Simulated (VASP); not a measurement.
# BN (zincblende): a r²SCAN relaxation of cell and atoms in VASP

INCAR

```
EDIFFG = -5E-3
NELM = 120
METAGGA = R2SCAN
IBRION = 2
SIGMA = 0.02
NSW = 40
LASPH = .TRUE.
ISMEAR = -1
LREAL = .FALSE.
ISIF = 3
ENCUT = 600
EDIFF = 1E-7
LWAVE = .FALSE.
PREC = Accurate
ALGO = Normal
LCHARG = .FALSE.
NBANDS = 11
```

KPOINTS

```
KPOINTS created by Atomic Simulation Environment
0
Gamma
10 10 10
0 0 0
```

POSCAR

```
B  N
 1.0000000000000000
    -0.0000000000000000    1.8122639363159465    1.8122639363159465
     1.8122639363159465    0.0000000000000000    1.8122639363159465
     1.8122639363159465    1.8122639363159465    0.0000000000000000
 B   N
   1   1
Cartesian
  0.0000000000000000 -0.0000000000000000 -0.0000000000000000
  0.9061319681579733  0.9061319681579733  0.9061319681579733
```

VASP ran with the recommended PBE PAW datasets (8 valence electrons in the cell).

Command

```
mpirun -np 1 vasp_std
```

OSZICAR

```
N       E                     dE             d eps       ncg     rms          rms(c)
DAV:   1     0.101265506928E+02    0.10127E+02   -0.55611E+03  1050   0.831E+02
DAV:   2    -0.218112904905E+02   -0.31938E+02   -0.30951E+02  1270   0.190E+02
DAV:   3    -0.224096795335E+02   -0.59839E+00   -0.59740E+00  1255   0.217E+01
DAV:   4    -0.224104617776E+02   -0.78224E-03   -0.78223E-03  1106   0.879E-01
DAV:   5    -0.224104625763E+02   -0.79870E-06   -0.79871E-06  1193   0.277E-02    0.656E+00
DAV:   6    -0.191755871551E+02    0.32349E+01   -0.18886E+00  1043   0.808E+00    0.352E+00
DAV:   7    -0.191741603765E+02    0.14268E-02   -0.25926E-01  1080   0.390E+00    0.182E+00
DAV:   8    -0.191741066932E+02    0.53683E-04   -0.42800E-02  1106   0.137E+00    0.169E-01
DAV:   9    -0.191736242793E+02    0.48241E-03   -0.62880E-03  1206   0.573E-01    0.975E-02
DAV:  10    -0.191736201772E+02    0.41021E-05   -0.47225E-04  1145   0.174E-01    0.321E-02
DAV:  11    -0.191736219416E+02   -0.17643E-05   -0.43784E-05  1163   0.528E-02    0.822E-03
DAV:  12    -0.191736226188E+02   -0.67729E-06   -0.11224E-06  1151   0.102E-02    0.159E-03
DAV:  13    -0.191736225707E+02    0.48100E-07   -0.22826E-07   975   0.316E-03
   1 F= -.19173623E+02 E0= -.19173623E+02  d E =-.191736E+02
       N       E                     dE             d eps       ncg     rms          rms(c)
DAV:   1    -0.191783620933E+02   -0.47395E-02   -0.16777E-01  1100   0.330E+00    0.539E-01
DAV:   2    -0.191736545578E+02    0.47075E-02   -0.22399E-02  1157   0.105E+00    0.163E-01
DAV:   3    -0.191734804228E+02    0.17413E-03   -0.10866E-03  1114   0.269E-01    0.599E-02
DAV:   4    -0.191734413354E+02    0.39087E-04   -0.43818E-05  1103   0.649E-02    0.121E-02
DAV:   5    -0.191734411080E+02    0.22733E-06   -0.30365E-06  1199   0.135E-02    0.561E-03
DAV:   6    -0.191734416727E+02   -0.56471E-06   -0.18437E-07  1100   0.449E-03    0.101E-03
DAV:   7    -0.191734415376E+02    0.13516E-06   -0.19978E-08   535   0.898E-04    0.144E-04
DAV:   8    -0.191734415263E+02    0.11274E-07   -0.19962E-09   529   0.435E-04
   2 F= -.19173442E+02 E0= -.19173442E+02  d E =0.181044E-03
       N       E                     dE             d eps       ncg     rms          rms(c)
DAV:   1    -0.191761434616E+02   -0.27019E-02   -0.44336E-02  1103   0.168E+00    0.278E-01
DAV:   2    -0.191749148259E+02    0.12286E-02   -0.60661E-03  1140   0.540E-01    0.831E-02
DAV:   3    -0.191748724677E+02    0.42358E-04   -0.28011E-04  1105   0.137E-01    0.308E-02
DAV:   4    -0.191748615073E+02    0.10960E-04   -0.11515E-05  1106   0.331E-02    0.602E-03
DAV:   5    -0.191748611574E+02    0.34994E-06   -0.77286E-07  1190   0.682E-03    0.287E-03
DAV:   6    -0.191748609244E+02    0.23300E-06   -0.47393E-08   604   0.231E-03    0.530E-04
DAV:   7    -0.191748609884E+02   -0.64093E-07   -0.49197E-09   529   0.470E-04
   3 F= -.19174861E+02 E0= -.19174861E+02  d E =-.123842E-02
```

From OUTCAR

```
k-points           NKPTS =     47   k-points in BZ     NKDIM =     47   number of bands    NBANDS=     11

   NELECT =       8.0000    total number of electrons

   dimension x,y,z NGX =    20 NGY =   20 NGZ =   20
   dimension x,y,z NGXF=    40 NGYF=   40 NGZF=   40

  energy-cutoff  :      600.00
  volume of cell :       11.79
      direct lattice vectors                 reciprocal lattice vectors
    -0.000000000  1.806655632  1.806655632    -0.276754458  0.276754458  0.276754458
     1.806655632  0.000000000  1.806655632     0.276754458 -0.276754458  0.276754458
     1.806655632  1.806655632 -0.000000000     0.276754458  0.276754458 -0.276754458

 k-points in reciprocal lattice and weights: KPOINTS created by Atomic Simulation Env
   0.00000000  0.00000000  0.00000000       0.001
   0.10000000  0.00000000  0.00000000       0.008
   0.20000000  0.00000000  0.00000000       0.008
   0.30000000  0.00000000  0.00000000       0.008
   0.40000000  0.00000000  0.00000000       0.008
   0.50000000  0.00000000  0.00000000       0.004
   0.10000000  0.10000000  0.00000000       0.006
   0.20000000  0.10000000  0.00000000       0.024
   ...

 E-fermi :   7.8199

 k-point     1 :       0.0000    0.0000    0.0000
  band No.  band energies     occupation
      1     -14.0484      2.00000
      2       7.2589      2.00000
      3       7.2589      2.00000
      4       7.2589      2.00000
      5      16.7921      0.00000
      6      16.7921      0.00000
      7      16.7921      0.00000
      8      18.3462      0.00000
      9      33.4199      0.00000
     10      36.0184      0.00000
     11      36.0184      0.00000

 k-point     2 :       0.1000    0.0000    0.0000
  band No.  band energies     occupation
      1     -13.7965      2.00000
      2       5.9317      2.00000
      3       6.9967      2.00000
      4       6.9967      2.00000
      5      17.0814      0.00000
      6      17.1960      0.00000
      7      17.1960      0.00000
      8      19.1815      0.00000
      9      33.1279      0.00000
     10      33.4986      0.00000
     11      33.4986      0.00000

 k-point     3 :       0.2000    0.0000    0.0000
  band No.  band energies     occupation
      1     -13.0564      2.00000
      2       3.0926      2.00000
      3       6.4048      2.00000
      4       6.4048      2.00000
      5      17.4444      0.00000
      6      18.0307      0.00000
      7      18.0307      0.00000
      8      20.9745      0.00000
      9      31.9834      0.00000
     10      31.9834      0.00000
     11      32.3910      0.00000

 k-point     4 :       0.3000    0.0000    0.0000
  band No.  band energies     occupation
      1     -11.8924      2.00000
      2       0.0106      2.00000
      3       5.8028      2.00000
      4       5.8028      2.00000
      5      17.7622      0.00000
      6      18.6147      0.00000
      7      18.6147      0.00000
      8      22.5098      0.00000
      9      31.8879      0.00000
     10      32.3006      0.00000
     11      32.3006      0.00000

 k-point     5 :       0.4000    0.0000    0.0000
  band No.  band energies     occupation
      1     -10.5237      2.00000
      2      -2.6232      2.00000
      3       5.3871      2.00000
      4       5.3871      2.00000
      5      17.9854      0.00000
      6      18.7494      0.00000
      7      18.7494      0.00000
      8      23.3973      0.00000
      9      31.9513      0.00000
     10      34.1450      0.00000
     11      34.1450      0.00000

 k-point     6 :       0.5000    0.0000    0.0000
  band No.  band energies     occupation
      1      -9.7465      2.00000
      2      -3.8372      2.00000
      3       5.2414      2.00000
      4       5.2414      2.00000
      5      18.0643      0.00000
      6      18.7348      0.00000
      7      18.7348      0.00000
      8      23.6749      0.00000
      9      32.1562      0.00000
     10      35.5920      0.00000
     11      35.5920      0.00000

 k-point     7 :       0.1000    0.1000    0.0000
  band No.  band energies     occupation
      1     -13.7128      2.00000
      2       6.3747      2.00000
      3       6.4740      2.00000
      4       6.4740      2.00000
      5      16.3132      0.00000
      6      17.8770      0.00000
      7      17.8770      0.00000
      8      19.2191      0.00000
      9      30.3688      0.00000
     10      34.3275      0.00000
     11      36.4965      0.00000

 k-point     8 :       0.2000    0.1000    0.0000
  band No.  band energies     occupation
      1     -13.1356      2.00000
      2       4.0580      2.00000
      3       5.7471      2.00000
      4       6.2778      2.00000
      5      16.4098      0.00000
      6      18.5772      0.00000
      7      18.9393      0.00000
      8      20.4314      0.00000
      9      28.6254      0.00000
     10      34.4692      0.00000
     11      34.9984      0.00000

 k-point     9 :       0.3000    0.1000    0.0000
  band No.  band energies     occupation
      1     -12.1094      2.00000
      2       1.1020      2.00000
      3       5.1399      2.00000
      4       5.6817      2.00000
      5      17.0082      0.00000
      6      19.0002      0.00000
      7      19.6876      0.00000
      8      21.6733      0.00000
      9      28.7670      0.00000
     10      34.0718      0.00000
     11      34.6131      0.00000

 k-point    10 :       0.4000    0.1000    0.0000
  band No.  band energies     occupation
      1     -10.7804      2.00000
      2      -1.6711      2.00000
      3       4.8198      2.00000
      4       5.0002      2.00000
      5      17.4652      0.00000
      6      19.1582      0.00000
      7      19.8008      0.00000
      8      22.8782      0.00000
      9      29.9804      0.00000
     10      34.1349      0.00000
     11      35.6438      0.00000

 k-point    11 :       0.5000    0.1000    0.0000
  band No.  band energies     occupation
      1      -9.6805      2.00000
      2      -3.4671      2.00000
      3       4.4732      2.00000
      4       4.8407      2.00000
      5      17.8012      0.00000
      6      19.1133      0.00000
      7      19.5412      0.00000
      8      23.8199      0.00000
      9      30.8629      0.00000
     10      35.2026      0.00000
     11      35.8298      0.00000

 k-point    12 :      -0.4000    0.1000    0.0000
  band No.  band energies     occupation
      1      -9.9543      2.00000
      2      -3.0513      2.00000
      3       4.2282      2.00000
      4       5.1863      2.00000
      5      18.2142      0.00000
      6      18.9839      0.00000
      7      19.2148      0.00000
      8      23.7585      0.00000
      9      31.2411      0.00000
     10      33.3679      0.00000
     11      35.5691      0.00000

 k-point    13 :      -0.3000    0.1000    0.0000
  band No.  band energies     occupation
      1     -11.2400      2.00000
      2      -0.8064      2.00000
      3       4.3288      2.00000
      4       5.7810      2.00000
      5      18.4548      0.00000
      6      18.8047      0.00000
      7      18.9248      0.00000
      8      22.7578      0.00000
      9      30.9347      0.00000
     10      31.2582      0.00000
     11      35.4163      0.00000

 k-point    14 :      -0.2000    0.1000    0.0000
  band No.  band energies     occupation
      1     -12.4969      2.00000
      2       2.0685      2.00000
      3       4.7978      2.00000
      4       6.4711      2.00000
      5      18.1000      0.00000
      6      18.1132      0.00000
      7      18.8317      0.00000
      8      21.4786      0.00000
      9      30.0434      0.00000
     10      31.0140      0.00000
     11      35.2258      0.00000

 k-point    15 :      -0.1000    0.1000    0.0000
  band No.  band energies     occupation
      1     -13.3817      2.00000
      2       4.6829      2.00000
      3       5.7288      2.00000
      4       6.9843      2.00000
      5      17.3564      0.00000
      6      17.4477      0.00000
      7      18.1705      0.00000
      8      20.1760      0.00000
      9      31.0118      0.00000
     10      31.5744      0.00000
     11      35.0711      0.00000

 k-point    16 :       0.2000    0.2000    0.0000
  band No.  band energies     occupation
      1     -12.7286      2.00000
      2       4.2971      2.00000
      3       4.9042      2.00000
      4       4.9042      2.00000
      5      15.3118      0.00000
      6      20.0252      0.00000
      7      20.3111      0.00000
      8      20.3111      0.00000
      9      26.7824      0.00000
     10      35.5422      0.00000
     11      37.9287      0.00000

 ...

  Total        0.0005021      0.0005021      0.0005021      0.0000000     -0.0000000     -0.0000000
  in kB        0.0682156      0.0682156      0.0682156      0.0000000     -0.0000000     -0.0000000
  external PRESSURE =       0.0682156 kB  Pullay stress =       0.0000000 kB

 POSITION                                       TOTAL-FORCE (eV/Angst)
 -----------------------------------------------------------------------------------
      0.00000      0.00000      0.00000         0.000000     -0.000000     -0.000000
      0.90333      0.90333      0.90333        -0.000000      0.000000      0.000000
 -----------------------------------------------------------------------------------
    total drift:                                0.000000      0.000000      0.000000

  FREE ENERGIE OF THE ION-ELECTRON SYSTEM (eV)
  ---------------------------------------------------
  free  energy   TOTEN  =       -19.1748609884 eV

  energy  without entropy=      -19.1748609884  energy(sigma->0) =      -19.17486099
```

```json
{"ionic step": "1", "ΔE (meV/atom)": "0.0", "volume (Å³)": "11.90", "largest force (eV/Å)": "0.000", "pressure (GPa)": "-3.56", "electronic steps": "13"}
{"ionic step": "2", "ΔE (meV/atom)": "0.1", "volume (Å³)": "11.68", "largest force (eV/Å)": "0.000", "pressure (GPa)": "3.95", "electronic steps": "8"}
{"ionic step": "3", "ΔE (meV/atom)": "-0.6", "volume (Å³)": "11.79", "largest force (eV/Å)": "0.000", "pressure (GPa)": "0.01", "electronic steps": "7"}
```

CONTCAR

```
B  N
   1.00000000000000
    -0.0000000000000000    1.8066556317724309    1.8066556317724309
     1.8066556317724309    0.0000000000000000    1.8066556317724309
     1.8066556317724309    1.8066556317724309   -0.0000000000000000
  B               N
     1     1
Direct
     0.0000000000000000    0.0000000000000000    0.0000000000000000
     0.2500000000000000    0.2500000000000000    0.2500000000000000

  0.00000000E+00  0.00000000E+00  0.00000000E+00
  0.00000000E+00  0.00000000E+00  0.00000000E+00
```

```yaml
relaxed_cell_vector_lengths: 2.555, 2.555, 2.555 Å
relaxed_cell_volume: 11.79 Å³
```

The run took about 73 s on one core of a shared host (Intel Xeon Platinum 8488C) and held 0.13 GiB at most.
